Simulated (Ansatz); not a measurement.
KZnF3: energy against volume and a worked fit

```cif
data_structure
_symmetry_space_group_name_H-M 'Pm-3m'
_symmetry_Int_Tables_number 221
_cell_length_a 4.0500
_cell_length_b 4.0500
_cell_length_c 4.0500
_cell_angle_alpha 90.000
_cell_angle_beta 90.000
_cell_angle_gamma 90.000
_cell_volume 66.43
loop_
_atom_site_label
_atom_site_type_symbol
_atom_site_symmetry_multiplicity
_atom_site_Wyckoff_symbol
_atom_site_fract_x
_atom_site_fract_y
_atom_site_fract_z
_atom_site_occupancy
Zn1 Zn 1 b 0.50000 0.50000 0.50000 1
K1 K 1 a 0.00000 0.00000 0.00000 1
F1 F 3 c 0.50000 0.00000 0.50000 1
```

The cell was scaled at fixed shape and fractions and run with Ansatz, all-electron LAPW, scalar-relativistic; PBEsol, k mesh 7 × 7 × 7 on the cell of 5 atoms, fermi-dirac occupations of 0.05 eV, no spin polarisation, no spin-orbit coupling. Energies are those that the program minimises, any entropy of the smearing included.

| V (Å³/atom) | energy over the lowest row (meV/atom) |
| --- | --- |
| 12.4889 | 13.788 |
| 12.7546 | ? |
| 13.0203 | 1.498 |
| 13.2860 | 0.000 |
| 13.5517 | 1.158 |
| 13.8175 | 4.687 |
| 14.0832 | 10.330 |

Fit the third-order Birch-Murnaghan form, give V0, B0 and B′, and predict the energy left open.

With y = (V0/V)^(2/3), E = E0 + (9 V0 B0/16) [(y - 1)³ B′ + (y - 1)² (6 - 4y)]. Least squares through the rows shown give V0 = 13.2980 Å³/atom, E0 = -0.003 meV, B0 = 79.65 GPa (1 eV/Å³ = 160.218 GPa) and B′ = 4.71, with a largest miss of 0.001 meV. At V = 12.7546 the form with these constants gives 5.973 meV; the run gave 5.977 meV an atom.
